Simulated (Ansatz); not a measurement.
BeO:
```
BeO
1.0
    2.69055     0.00000     0.00000
   -1.34528     2.33009     0.00000
    0.00000     0.00000     4.36964
Be O
2 2
Direct
  0.33333   0.66667   0.99989
  0.66667   0.33333   0.49989
  0.33333   0.66667   0.37761
  0.66667   0.33333   0.87761
```

Relaxed with r²SCAN.

Question: Map the electron localisation function on the plane through (0.333, 0.667, 1.000) spanned by u = [0, 0, 1] and v = [1, -1, 0] in lattice vectors, from the program Ansatz at the r²SCAN level (PAW).

Answer: x is the fraction of u, y of v (the angle between them is 90°; rows are the nearest grid lines); atoms in the plane: Be at (0.00, 0.00), Be at (0.50, 0.33), O at (0.38, 0.00), O at (0.88, 0.33).
```
|00179996237886200000000|
|00179997458986200000000|
|00058998889985100000000|
|00026889999873100001100|
|00013567888752000000110|
|00001234555421000000000|
|00000001111100000000000|
|00000000000000000000000|
|00000000000000000000000|
|00000000000000000000000|
|21000000000000001233432|
|64100000011000124667776|
|86300000110000257889998|
|97410000100000479998999|
|98510000000000699976689|
|98620000000001799962379|
|98620000000001799963479|
|98510012221000589987899|
|97310146787411268999999|
|96212578999851136899999|
|62125789999973012578986|
|10048999889985100234431|
|00169997458986200000000|
|00179996237886200000000|
```
Scale: ten equal steps from 0.000 (start of '0') to 0.873 (end of '9'), in the order '0123456789'; x runs from 0.000 to 1.00, y from 0.000 (bottom) to 1.00 (top).

The density is the valence pseudo-density with augmentation charge, so density and ELF within about 1 Å of a nucleus are not all-electron values.

Space group P6_3mc (wurtzite). Symmetry was held in the r²SCAN relaxation; phonons on a q-mesh show no instability.

Potentials: the later of the program's two PAW sets.
